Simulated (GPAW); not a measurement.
# BeTe (F-43m) in GPAW: single point with PBE

Aim: the single point of BeTe with PBE.

Everything below comes from runs of GPAW 26.7.0. Logs are shortened: lines on timing, memory, paths and dates and some standing lists are left out, and cuts for length are marked. The log counts tension as positive stress, the text compression.

## 1. Starting point

Symmetry: F-43m, No. 216, cubic system. Conventional cell: a = 5.540 Å, b = 5.540 Å, c = 5.540 Å, α = 90.00°, β = 90.00°, γ = 90.00°. Te (site symmetry -43m) is surrounded by 4 Be at 2.40 Å. Be (site symmetry -43m) is surrounded by 4 Te at 2.40 Å.

## 2. Single point, PBE

Contents of run.py:

```python
from ase import Atoms
from ase.dft.bandgap import bandgap
from ase.io import write
from ase.units import GPa
from gpaw import GPAW, PW

atoms = Atoms(['Te', 'Be'],
              cell=[[0.0, 2.77, 2.77],
                    [2.77, 0.0, 2.77],
                    [2.77, 2.77, 0.0]],
              scaled_positions=[[0.75, 0.75, 0.75],
                                [0.0, 0.0, 0.0]],
              pbc=True)

calc = GPAW(mode=PW(600),
            xc='PBE',
            kpts={'size': (7, 7, 7), 'gamma': True},
            occupations={'name': 'fermi-dirac', 'width': 0.05},
            nbands=11,
            maxiter=120,
            txt='gpaw.txt')
atoms.calc = calc
energy = atoms.get_potential_energy()
forces = atoms.get_forces()
stress = atoms.get_stress()
calc.write('gs.gpw')
write('result.traj', atoms)
print(f'Energy: {energy:.6f} eV')
print('Forces (eV/A):')
print(forces.round(4))
print('Stress (GPa):', (stress / GPa).round(3))
print('Fermi level:', round(calc.get_fermi_level(), 4), 'eV')
print(f'Gap: {bandgap(calc)[0]:.4f} eV, direct: {bandgap(calc, direct=True)[0]:.4f} eV')
```

Potentials or basis: GPAW PAW data sets (gpaw-data 1.2.1), pw.

The run is started by

```console
$ OMP_NUM_THREADS=1 python run.py
```

gpaw.txt:

```text
__  _  _
 | _ |_)|_||  |
 |__||  | ||/\| - 26.7.0

Input parameters:
  mode=PW(ecut=600.0),
  kpts=MonkhorstPack(size=(7, 7, 7), gamma=True),
  maxiter=120,
  nbands=11,
  occupations=Occupations(name='fermi-dirac', width=0.05),
  xc=XC(name='PBE')

Diagonalizing LCAO Hamiltonian
Converting LCAO to pw mode

                    Te

       Be

Atoms  # Å, Bohr magnetons
|   | symbol |        x |        y |        z |    initial magnetic moments |
|---|--------|----------|----------|----------|-----------------------------|
| 0 |     Te | 4.155000 | 4.155000 | 4.155000 | ( 0.0000,  0.0000,  0.0000) |
| 1 |     Be | 0.000000 | 0.000000 | 0.000000 | ( 0.0000,  0.0000,  0.0000) |

Unit cell  # Å
| periodic |        x |        y |        z |  lengths |    angles |
|----------|----------|----------|----------|----------|-----------|
|      yes | 0.000000 | 2.770000 | 2.770000 | 3.917372 | 60.000000 |
|      yes | 2.770000 | 0.000000 | 2.770000 | 3.917372 | 60.000000 |
|      yes | 2.770000 | 2.770000 | 0.000000 | 3.917372 | 60.000000 |

Number of symmetries: 24
Symmetry operations  # r_c * U_cc + t_c -> r_c
|    | kind |            matrix            |
|----|------|------------------------------|
|  0 |  E   |  1, 0, 0,  0, 1, 0,  0, 0, 1 |
|  1 |  σ   |  1, 0, 0,  0, 0, 1,  0, 1, 0 |
|  2 |  σ   |  1, 0,-1,  0, 1,-1,  0, 0,-1 |
|  3 |  C3  |  1, 0,-1,  0, 0,-1,  0, 1,-1 |
|  4 |  C3  |  1,-1, 0,  0,-1, 1,  0,-1, 0 |
|  5 |  σ   |  1,-1, 0,  0,-1, 0,  0,-1, 1 |
|  6 |  σ   |  0, 1, 0,  1, 0, 0,  0, 0, 1 |
|  7 |  C3  |  0, 1, 0,  0, 0, 1,  1, 0, 0 |
|  8 |  C2  |  0, 1,-1,  1, 0,-1,  0, 0,-1 |
|  9 |  S4  |  0, 1,-1,  0, 0,-1,  1, 0,-1 |
| 10 |  C3  |  0, 0, 1,  1, 0, 0,  0, 1, 0 |
| 11 |  σ   |  0, 0, 1,  0, 1, 0,  1, 0, 0 |
| 12 |  S4  |  0, 0,-1,  1, 0,-1,  0, 1,-1 |
| 13 |  C3  |  0, 0,-1,  0, 1,-1,  1, 0,-1 |
| 14 |  S4  |  0,-1, 1,  1,-1, 0,  0,-1, 0 |
| 15 |  C2  |  0,-1, 1,  0,-1, 0,  1,-1, 0 |
| 16 |  C3  |  0,-1, 0,  1,-1, 0,  0,-1, 1 |
| 17 |  S4  |  0,-1, 0,  0,-1, 1,  1,-1, 0 |
| 18 |  S4  | -1, 1, 0, -1, 0, 1, -1, 0, 0 |
| 19 |  C3  | -1, 1, 0, -1, 0, 0, -1, 0, 1 |
| 20 |  C3  | -1, 0, 1, -1, 1, 0, -1, 0, 0 |
| 21 |  S4  | -1, 0, 1, -1, 0, 0, -1, 1, 0 |
| 22 |  σ   | -1, 0, 0, -1, 1, 0, -1, 0, 1 |
| 23 |  C2  | -1, 0, 0, -1, 0, 1, -1, 1, 0 |

BZ-sampling:
  Number of BZ points: 343
  Number of IBZ points: 20

  Monkhorst-Pack size: [7, 7, 7]
  Monkhorst-Pack shift: [0, 0, 0]

K-points  # in reciprocal-cell coordinates
|     |                                coordinates |     weight |
|-----|--------------------------------------------|------------|
|   0 | (  0.00000000,   0.00000000,   0.00000000) | 0.00291545 |
|   1 | (  0.14285714,   0.14285714,   0.00000000) | 0.01749271 |
|   2 | (  0.14285714,   0.14285714,   0.14285714) | 0.02332362 |
|   3 | (  0.28571429,   0.14285714,   0.14285714) | 0.03498542 |
|   4 | (  0.28571429,   0.28571429,   0.00000000) | 0.01749271 |
|   5 | (  0.28571429,   0.28571429,   0.14285714) | 0.06997085 |
|   6 | (  0.28571429,   0.28571429,   0.28571429) | 0.02332362 |
|   7 | (  0.42857143,  -0.28571429,  -0.28571429) | 0.03498542 |
|   8 | (  0.42857143,   0.28571429,  -0.42857143) | 0.13994169 |
|   9 | (  0.42857143,   0.28571429,  -0.28571429) | 0.06997085 |
| ... |                                            |            |
|  19 | (  0.42857143,   0.42857143,   0.42857143) | 0.02332362 |

Plane wave coefficients: 1430
Cutoff: 600.0 eV

Spin-components: 1 (collinear spins)
Bands:           11
Projectors:      8
Spin-degeneracy: 2
Datatype:        complex128

Parallelization:
  kpt:    1
  domain: 1
  band:   1

Density:
  Valence electrons: 8.0
  Components: 1
  Grid points: [24 24 24]
  Charge: 0.0  # |e|

Potential:
  Grid points: [24 24 24]

species:
  Te:
    name:    Tellurium
    Z:       52.0
    valence: 6
    core:    46
    charge:  0.0  # [|e|]
    compensation charges:
      type: gauss
      rc: 0.36  # [Å]
      lmax: 2
    cutoffs:
      filter: 2.09  # [Å]
      core: 3.17  # [Å]
    projectors
    | kind |    occ | energy [eV] | rcut [Å] |
    |------|--------|-------------|----------|
    |   5s |  2.000 |     -15.089 |    1.180 |
    |   5p |  4.000 |      -5.955 |    1.196 |
    |    s |        |      12.123 |    1.180 |
    |    p |        |      21.256 |    1.196 |
    |    d |        |       0.000 |    1.238 |

    Using partial waves for Te as LCAO basis

  Be:
    name:    Beryllium
    Z:       4.0
    valence: 2
    core:    2
    charge:  0.0  # [|e|]
    compensation charges:
      type: gauss
      rc: 0.25  # [Å]
      lmax: 2
    cutoffs:
      filter: 1.42  # [Å]
      core: 1.77  # [Å]
    projectors
    | kind |    occ | energy [eV] | rcut [Å] |
    |------|--------|-------------|----------|
    |   2s |  2.000 |      -5.610 |    0.794 |
    |   2p |  0.000 |      -2.018 |    0.794 |
    |    s |        |      21.602 |    0.794 |

    Using partial waves for Be as LCAO basis

Reference energy: -185188.868407  # eV

eigensolver:
  PPCG
  Converge bands: occupied
  niter=2

density mixing:
  MSR1-Mixer
  Pratt-step length: 0.05
  Maximum mixing coefficient: 0.75
  Old densities: 10
  SVD Regularization: 0.005
  Good broyden scale: 1.0
  Trust region scale: 1.0
  Backstep threshold: 4.0
  History deletion threshold: 6.0
  Fourier metric: weight=20.0, sigma=0.015

occupation numbers:
  Fermi-Dirac:
    width: 0.0500  # eV

poisson solver:
  ecut: 4800.0  # eV

xc functional:
  name: PBE with 2 nearest neighbor stencil

convergence criteria:
- Maximum [total energy] change in last 3 cyles: 0.0005 eV / valence electron
- Maximum integral of absolute [dens]ity change: 0.0001 electrons / valence electron
- Maximum integral of absolute [eigenst]ate change: 4e-08 eV^2 / valence electron
maximum number of iterations: 120

SCF iterations
|iter     | |      energy | eigst |  dens |
|---------|-|-------------|-------|-------|
|iter:   1| |   -7.750522 | -0.15 |       |
|iter:   2| |   -7.729842 | -2.22 | -0.91 |
|iter:   3| |   -7.604065 | -2.24 | -0.94 |
|iter:   4| |   -7.604626 | -3.18 | -1.54 |
|iter:   5| |   -7.605241c| -4.39 | -2.07 |
|iter:   6| |   -7.605282c| -5.56 | -2.67 |
|iter:   7| |   -7.605283c| -7.04 | -3.70 |
|iter:   8| |   -7.605283c| -7.89c| -4.10c|

Converged in 8 steps
Energy contributions relative to reference atoms: (reference = -185188.868407)

Energy contributions:
  Kinetic:          18.490253
  Coulomb:         -16.525322
  Zero:              0.135215
  External:          0.000000
  Xc:               -9.705430
  Entropy:          -0.000000
  Spinorbit:         0.000000
  ----------------------------
  Free energy:      -7.605283
  Extrapolated:     -7.605283

dipole moment: (-0.426435, -0.426435, -0.426435)  # |e|*Ang

Fermi level: 6.488
Eigenvalues  # (at kpt = [0.000, 0.000, 0.000])
| band index |      eig [eV] | occ [0-2] |
|------------|---------------|-----------|
|          0 |        -7.057 |     2.000 |
|          1 |         5.562 |     2.000 |
|          2 |         5.562 |     2.000 |
|          3 |         5.562 |     2.000 |
|          4 |         9.147 |     0.000 |
|          5 |         9.147 |     0.000 |
|          6 |         9.147 |     0.000 |
|          7 |         9.761 |     0.000 |
|          8 |        13.973 |     0.000 |
|          9 |        16.135 |     0.000 |
|         10 |        16.297 |     0.000 |

Gap: 1.920 eV
Transition (v -> c):
  (s=0, k=0, n=3, [0.00, 0.00, 0.00]) -> (s=0, k=16, n=4, [0.43, 0.43, 0.00])
Direct/indirect transitions are different
Direct gap: 3.585 eV
Transition at: (s=0, k=0, n=3, [0.00, 0.00, 0.00])

Forces  # eV/Ang
|        x |        y |        z |
|----------|----------|----------|
|  0.00000 | -0.00000 | -0.00000 |  # Te   0
| -0.00000 |  0.00000 | -0.00000 |  # Be   1

Stress tensor  # eV/Ang^3
|         x |         y |         z |
|-----------|-----------|-----------|
| -0.027568 | -0.000000 | -0.000000 |
| -0.000000 | -0.027568 | -0.000000 |
| -0.000000 | -0.000000 | -0.027568 |

# Writing to gs.gpw (mode='')
```

It took 7.5 s on 1 thread of Arm Neoverse V1, shared host; peak memory 0.14 GiB.

What came out:

| Quantity | Value |
| --- | --- |
| Free energy | -7.6053 eV |
| Pressure | 4.4 GPa |
| Band gap on the k mesh | 1.92 eV, indirect (least direct gap 3.58 eV) |

Caveat: the cutoff is short for stress and forces, so pressures can be off by a GPa or more; spin-orbit coupling is left out, which moves the levels of the heavy elements; an odd mesh through Γ misses points on the zone boundary, where band edges often lie.
